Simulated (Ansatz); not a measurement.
# GaSb (F-43m) in Ansatz: further runs

One crystal, GaSb, is run at these levels: PBE; tasks: single point, relaxation of cell and atoms.

Everything below comes from runs of Ansatz 0.2.0. Logs are shortened: lines on timing, memory, paths and dates and some standing lists are left out, and cuts for length are marked.

**Experimental background.**

From a printed reference work, data compilation, for a bulk crystal of GaSb at 4.2 K: band gap 0.811 eV (direct).

How close the calculation comes is told below.

## 1. Starting point

The structure is cubic, space group F-43m (No. 216). The conventional cell has a = 6.118 Å, b = 6.118 Å, c = 6.118 Å, α = 90.00°, β = 90.00°, γ = 90.00°. Sb (site symmetry -43m) has 4 Ga at 2.65 Å as nearest neighbours. Around Ga (site symmetry -43m) lie 4 Sb at 2.65 Å.

## 2. Single point, PBE

Input file input.yaml:

```yaml
crystal:
  lattice:
    - [0.0, 3.059, 3.059]
    - [3.059, 0.0, 3.059]
    - [3.059, 3.059, 0.0]
  atoms:
    - { symbol: Sb, position: [0.75, 0.75, 0.75] }
    - { symbol: Ga, position: [0.0, 0.0, 0.0] }
hamiltonian:
  xc: pbe
  pseudopotentials: { kind: paw }
kpoints:
  mp_grid: { grid: [8, 8, 8] }
scf:
  occupations: { method: fermi_dirac, width: 0.05 }
output:
  forces: true
  stress: true
  eigenvalues: true
```

Potentials or basis: Ansatz PAW.

Command:

```sh
$ ansatz run input.yaml --threads 2 --pin off --max-ram 5632MiB --backend cpu --events-out ev --progress --plain --runs-dir out
```

Log:

```text
Warning: RAYON_NUM_THREADS=2 ignored (pool sized by the plan → 2); use --threads N
Engine: ansatz 0.2.0, x86_64-unknown-linux-gnu
Pseudopotentials: kind: paw
Pseudopotential: Sb, paw, valence charge 15, recommended cutoff 420 eV (normal), Sb.paw.azcp
Pseudopotential: Ga, paw, valence charge 13, recommended cutoff 420 eV (normal), Ga.paw.azcp
Functional definition: PBE
  parameter kappa = 0.804
  parameter beta = 0.06672455060314922
  exchange = pbe_x(kappa = kappa, mu = beta*pi^2/3)
  correlation = pbe_c(beta = beta)
Crystal: 2 atoms, lattice volume = 57.249 Å³
Basis set: ecut = 420 eV, 1139 PW (Γ), exchange–correlation on 60×60×60 points (8 copies of the dense FFT grid, shifted against one another)
Bands: 18, of which v1, the nominal top of the filled ones, is band 14 counted from 1 (13 counted from 0)
Symmetry: 24 space group operations
Space group: F-43m (ITA 216), of the structure as read, at distance tolerance 3.9e-5 Å
k-points: 29 of 512 (time reversal used)
Non-local potential: Sb, projectors of the file, l = 0: 2, l = 1: 2, l = 2: 2, l = 3: 2
Non-local potential: Ga, projectors of the file, l = 0: 2, l = 1: 2, l = 2: 3, l = 3: 1
PAW form: soft (Blöchl's): semilocal exchange-correlation on the pseudo side does not see the compensation charge
PAW one-centre angular grid: Sb, 590 points (default); XC on 64 Gauss nodes
PAW one-centre angular grid: Ga, 590 points (default); XC on 64 Gauss nodes
Initial density: superposition of atomic densities (neutral atoms: chi_scale 0, normalization atom), corrected by the library's trained network
Initial wavefunctions: pseudopotential atomic-orbital guess
Functional: x = pbe(κ = 0.804, μ = 0.2195149727645171), c = pbe(β = 0.06672455060314922)
SCF iter   1: F=—  HF=-10267.815826 eV  |F-HF|=—  |Δ(HF+E_count)|=         —  Δρ=1.33e-3  dr2=1.61e-3  ethr=1.77e-3  ⟨swp⟩=6.1  Hψ=2642  notcnv=0
preconditioner: auto → none  [insulator: Δε(μ)=0.371 eV  Ē_g=14.585 eV  σ=0.050 eV  W_gap=0.67  n_scr=14 (ndim 8)  ℏωp=20.8 eV  f_vac=0.091  D(μ)=0.06/eV (n_scr^D=0)  ε∞_Penn≈3.0]
SCF iter   2: F=—  HF=-10267.814474 eV  |F-HF|=—  |Δ(HF+E_count)|=   1.35e-3  Δρ=6.28e-4  dr2=2.48e-4  ethr=5.74e-6  ⟨swp⟩=2.0  Hψ=1025  notcnv=0
SCF iter   3: F=—  HF=-10267.814479 eV  |F-HF|=—  |Δ(HF+E_count)|=   5.56e-6  Δρ=2.73e-4  dr2=4.19e-5  ethr=8.84e-7  ⟨swp⟩=2.0  Hψ=784  notcnv=0
SCF iter   4: F=—  HF=-10267.814504 eV  |F-HF|=—  |Δ(HF+E_count)|=   2.49e-5  Δρ=8.75e-5  dr2=3.19e-6  ethr=1.50e-7  ⟨swp⟩=2.0  Hψ=784  notcnv=0
SCF iter   5: F=—  HF=-10267.814511 eV  |F-HF|=—  |Δ(HF+E_count)|=   6.77e-6  Δρ=5.27e-5  dr2=1.12e-6  ethr=1.14e-8  ⟨swp⟩=2.0  Hψ=931  notcnv=0
SCF iter   6: F=-10267.814510 eV  HF=-10267.814511 eV  |F-HF|=3.59e-8  |Δ(HF+E_count)|=   3.87e-7  Δρ=1.75e-5  dr2=7.89e-8  ethr=3.57e-10  ⟨swp⟩=4.4  Hψ=2582  notcnv=0
SCF 1 converged in 6 iterations: F = -10267.814510 eV  dr2 = 7.89e-8
SCF converged after 6 iterations
Free energy (F): -10267.814510 eV
Harris-Foulkes:  -10267.814511 eV  (|F-HF|=3.59e-8)
Internal energy: -10267.814023 eV  (E = F + TS)
E sigma→0 (E₀):  -10267.814267 eV
Entropy (-TS):   -0.000487 eV (-0.244 meV/atom)
Fermi energy:    7.776008 eV
--- Per-component energies (eV) ---
  E_band       = -260.902052
  E_kinetic    = 323.169981
  E_local      = -3913.756790  (includes V_loc(G=0)·N_el)
  E_nonlocal   = 787.170936
  E_hartree    = 1801.715518
  E_xc         = -207.428881
  E_vxc        = -154.110472  (∫ρ·V_xc dr)
  E_paw        = -6564.765553  (= ΣΔE_a)
  E_vpaw       = -906.824681  (= ΣTr[D̂ρ^β])
  E_aug_tail   = -0.000096  (compensation charges beyond the density's cutoff)
  E_ewald      = -2493.919138
  E_smearing   = -0.000487  (= −TS)
  E_closure    = -0.000000  (closes the sum)
  Σ components = -10267.814510   (vs F -10267.814510, Δ=0.00e0)
--- Forces (eV/Å), atoms counted from 1 ---
  atom   1  Sb     0.00000000    -0.00000000     0.00000000
  atom   2  Ga    -0.00000000     0.00000000     0.00000000
  max |Σ_I F_I| component: 3.59e-17 eV/Å
--- Stress (GPa, compression-positive) ---
        2.335365       0.000000      -0.000000
        0.000000       2.335365       0.000000
       -0.000000       0.000000       2.335365
  P = ⅓ Tr σ = 2.3354 GPa (23.354 kbar)
--- Band table (eV; the first three rows and the last of 29) ---
  k-point 0: bands = ["-21.0497", "-21.0497", "-21.0497", "-21.0304", "-21.0304", "-7.2895", "-7.2895", "-7.2895", "-7.2402", "-7.2402", "-3.7677", "7.7096", "7.7096", "7.7096", "7.7433", "10.4968", "10.4968", "10.4968"]
  k-point 1: bands = ["-21.0496", "-21.0493", "-21.0493", "-21.0303", "-21.0303", "-7.2938", "-7.2876", "-7.2876", "-7.2404", "-7.2404", "-3.6076", "5.7033", "7.4572", "7.4572", "8.7426", "10.8430", "10.8430", "11.1424"]
  k-point 2: bands = ["-21.0494", "-21.0483", "-21.0483", "-21.0300", "-21.0300", "-7.3040", "-7.2834", "-7.2834", "-7.2408", "-7.2408", "-3.1520", "3.6887", "7.0098", "7.0098", "8.5205", "11.3614", "11.3614", "12.9172"]
  k-point 28: bands = ["-21.0491", "-21.0474", "-21.0438", "-21.0309", "-21.0284", "-7.3297", "-7.2710", "-7.2663", "-7.2461", "-7.2409", "-1.2755", "1.0446", "4.3677", "4.5891", "11.3979", "12.0451", "12.1290", "12.4820"]
```

Wall time 1.4 s (2 threads of AMD EPYC 7R43 (Zen 3), shared host); peak memory 0.39 GiB.

Results:

* Free energy: -10267.8145 eV
* Pressure: 2.3 GPa
* Band gap on the k mesh: none (metal or under the smearing width)

The run has no spin-orbit coupling, so splittings on Sb are missing.

## 3. Relaxation of cell and atoms, PBE

Edit input.yaml of step 2 so:

```diff
@@ -19 +19,5 @@
   eigenvalues: true
+relax:
+  f_tol: 0.01
+  max_steps: 40
+  cell: { stress_tol: 0.05 }
```

Potentials or basis: Ansatz PAW.

Command:

```sh
$ ansatz run input.yaml --threads 2 --pin off --max-ram 5632MiB --backend cpu --events-out ev --progress --plain --runs-dir out
```

It took 13 s on 2 threads of AMD EPYC 7R43 (Zen 3), shared host; peak memory 0.42 GiB.

It converged, with:

- Free energy: -10267.8338 eV
- Relaxed volume: 30.00 Å³/atom
- Relaxed cell: a = 4.394 Å, b = 4.394 Å, c = 4.394 Å, α = 60.00°, β = 60.00°, γ = 60.00°
- Space group after relaxing (to 0.05 Å): F-43m (No. 216)
- Energy gained by relaxing: 9.7 meV/atom
- Ionic steps: 6
- Pressure after relaxing: 0.0 GPa
- Band gap on the k mesh: none (metal or under the smearing width)

The path:
```csv
step,energy change (eV),largest force (eV/Å),volume (Å³)
1,0.0000,0.0000,57.25
2,-0.0173,0.0000,60.77
3,-0.0187,0.0000,60.07
4,-0.0193,0.0000,60.07
5,-0.0193,0.0000,60.00
6,-0.0193,0.0000,60.00
```

Final structure:
```
CELL_PARAMETERS angstrom
0.00000 3.10731 3.10731
3.10731 0.00000 3.10731
3.10731 3.10731 0.00000
ATOMIC_POSITIONS crystal
Sb 0.75000 0.75000 0.75000
Ga 0.00000 0.00000 0.00000
```

Levels at points of the mesh, in eV from the Fermi level:
```tsv
k point	band 11	band 12	band 13	band 14	band 15	band 16	band 17	band 18
(0.00, 0.00, 0.00)	-11.20	-0.33	-0.04	-0.04	-0.04	2.76	2.76	2.76
(0.00, 0.00, -0.50)	-9.69	-6.17	-1.12	-1.12	0.27	3.72	3.72	6.47
(0.00, -0.50, -0.50)	-8.94	-6.63	-2.45	-2.45	0.92	1.31	8.37	8.37
```

Caveat: the plane-wave basis is chosen anew once the cell has moved, so the energies of steps on either side of that aren't comparable. PBE usually gives volumes a little too large and moduli too small.

[end of part 1 of 2]
